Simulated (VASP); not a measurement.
**SiC (Moissanite 3C): relaxation of cell and atoms with LDA**

The system is SiC (Moissanite 3C).

```
Si C
1.0
     0.00000    2.17900    2.17900
     2.17900    0.00000    2.17900
     2.17900    2.17900    0.00000
Si C
1 1
Direct
  0.00000 0.00000 0.00000
  0.25000 0.25000 0.25000
```

| Item | Value |
| --- | --- |
| Program | VASP 6.6.1 |
| Task | relaxation of cell and atoms |
| Functional | LDA |
| Potentials or basis | VASP PAW LDA potentials, release 64 (Si, C) |
| Cutoff | 600 eV |
| k mesh | 10 × 10 × 10 |
| Occupations | gaussian, width 0.03 eV |
| Spin | no spin polarisation |
| Further INCAR settings | ALGO = Normal; EDIFF = 1e-06; IBRION = 2; EDIFFG = -0.01; NSW = 90; ISIF = 3 |

The relaxed volume is 10.15 Å³/atom, the relaxed cell is a = 3.062 Å, b = 3.062 Å, c = 3.062 Å, α = 60.00°, β = 60.00°, γ = 60.00° and the space group after relaxing (to 0.05 Å) is F-43m (No. 216). The energy gained by relaxing is 2.6 meV/atom. The ionic steps are 3. The pressure after relaxing is 0.0 GPa and the band gap on the k mesh is 1.29 eV, indirect (least direct gap 4.52 eV).

Step by step:
| step | energy change (eV) | largest force (eV/Å) | pressure (GPa) | volume (Å³) |
| --- | --- | --- | --- | --- |
| 1 | 0.0000 | 0.0000 | -4.18 | 20.69 |
| 2 | 0.0009 | 0.0000 | 4.83 | 19.89 |
| 3 | -0.0052 | 0.0000 | -0.02 | 20.30 |

Final structure:
```
Si C
1.0
     0.00000    2.16528    2.16528
     2.16528    0.00000    2.16528
     2.16528    2.16528    0.00000
Si C
1 1
Direct
  0.00000 0.00000 0.00000
  0.25000 0.25000 0.25000
```

Levels at points of the mesh, in eV from the valence-band top:
| k point | band 1 | band 2 | band 3 | band 4 | band 5 | band 6 | band 7 | band 8 |
| --- | --- | --- | --- | --- | --- | --- | --- | --- |
| (0.00, 0.00, 0.00) | -15.46 | 0.00 | 0.00 | 0.00 | 6.52 | 7.32 | 7.32 | 7.32 |
| (0.50, 0.00, 0.00) | -11.77 | -8.66 | -1.06 | -1.06 | 5.56 | 7.21 | 7.21 | 10.02 |
| (0.50, 0.50, 0.00) | -10.27 | -7.87 | -3.23 | -3.23 | 1.29 | 4.26 | 14.05 | 14.05 |

Run time: 13 s on 1 thread of Intel(R) Xeon(R) 6975P-C (Granite Rapids), on a shared host, peak memory 0.14 GiB.

A k mesh can miss the band edges. LDA usually gives volumes a few per cent too small.
